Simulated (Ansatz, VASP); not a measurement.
## Two plane-wave programs on C

```
CELL_PARAMETERS angstrom
0.00000 1.78337 1.78337
1.78337 0.00000 1.78337
1.78337 1.78337 0.00000
ATOMIC_POSITIONS crystal
C 0.75000 0.75000 0.75000
C 0.50000 0.50000 0.50000
```

This isn't the form of C at room conditions, which is graphite.

Alike in both runs: task single point; functional PBE; k mesh 13 × 13 × 13; occupations gaussian, width 0.015 eV; no spin polarisation.

|  | VASP | Ansatz |
| --- | --- | --- |
| version | VASP 6.6.1 | Ansatz 0.2.0 |
| potentials or method | VASP PAW PBE potentials, release 64 (C) | Ansatz PAW |
| plane-wave cutoff (eV) | 520 | 420 |
| valence electrons in the cell | 8 | 8 |

|  | VASP | Ansatz | Ansatz less VASP |
| --- | --- | --- | --- |
| gap on the k mesh at the Fermi level (eV) | 4.14 | 4.15 | +0.008 |
| least direct gap on the mesh (eV) | 5.59 | 5.59 | +0.004 |
| pressure (GPa) | 2.5 | 1.8 | -0.68 |

With one functional, cell and mesh, what is left measures potentials, basis and numerics.

Caveats: an odd mesh through Γ misses points on the zone boundary, where band edges often lie (VASP); odd divisions of the mesh miss points on the zone boundary, where band edges often lie, so the gap on the mesh can be too wide (Ansatz); the pressure holds a Pulay correction of +1.0 GPa for the finite cutoff (Ansatz). A hybrid or GW would open this gap; PBE tends to underestimate it.
